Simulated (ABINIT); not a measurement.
The system is Si2Ni.

```
CELL_PARAMETERS angstrom
0.00000 2.70300 2.70300
2.70300 0.00000 2.70300
2.70300 2.70300 0.00000
ATOMIC_POSITIONS crystal
Ni 0.00000 0.00000 0.00000
Si 0.75000 0.75000 0.75000
Si 0.25000 0.25000 0.25000
```

```yaml
Program: ABINIT 10.8.3 (patched build)
Task: relaxation of cell and atoms
Functional: LDA
Potentials_or_basis: PseudoDojo NC SR LDA v0.4.1 standard
Cutoff: 1333 eV
k_mesh: 7 × 7 × 7
Occupations: fermi-dirac, width 0.05 eV
Spin: collinear spin, ferromagnetic start
Starting_moments: "[1.0, 0.0, 0.0] μB"
```

At the start: pressure -5.5 GPa; volume 13.17 Å³/atom.

**Question.** How do energy, volume and symmetry change on relaxing?

**Answer.** Over 4 steps the energy falls by 7.7 meV/atom and the volume is 12.73 Å³/atom (-3.3 %); space group Fm-3m (No. 225, to 0.05 Å); moment 0.00 μB per cell.

Step by step:
| step | energy change (eV) | largest force (eV/Å) | pressure (GPa) | volume (Å³) |
| --- | --- | --- | --- | --- |
| 1 | 0.0000 | 0.0000 | -5.48 | 39.50 |
| 2 | -0.0172 | 0.0000 | -2.87 | 38.84 |
| 3 | -0.0232 | 0.0000 | 0.15 | 38.15 |
| 4 | -0.0232 | 0.0000 | 0.00 | 38.18 |

Final structure:
```xyz
3
Lattice="0.0000 2.6726 2.6726 2.6726 0.0000 2.6726 2.6726 2.6726 0.0000" Properties=species:S:1:pos:R:3 pbc="T T T"
Ni    0.0000    0.0000    0.0000
Si    4.0090    4.0090    4.0090
Si    1.3363    1.3363    1.3363
```

Caveat: small starting moments can end in a higher magnetic state in this program.
